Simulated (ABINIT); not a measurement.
Te2Pt (Moncheite):

```xyz
3
Lattice="4.0100 0.0000 0.0000 -2.0050 3.4728 0.0000 0.0000 0.0000 5.2010" Properties=species:S:1:pos:R:3 pbc="T T T"
Pt    0.0000    0.0000    0.0000
Te    2.0050    1.1576    3.9007
Te    0.0000    2.3152    1.3002
```

Program: ABINIT 10.8.3 (patched build). Alike in all runs: task band structure; no spin polarisation; cell as given; k mesh 8 × 8 × 5; cutoff (eV) 544; smearing fermi-dirac 0.05 eV.

Problem. Order these runs on this cell by their pressure, lowest first.
A. level PBE; potentials or basis JTH PAW PBE v2.0
B. level WC; potentials or basis JTH PAW PBE v2.0
C. level LDA-PZ; potentials or basis JTH PAW LDA v2.0

Solution. C (3.1 GPa), B (6.1 GPa), A (9.9 GPa).

Caveats: the PAW data sets were made with another functional, which shifts forces and pressure a little (some runs).
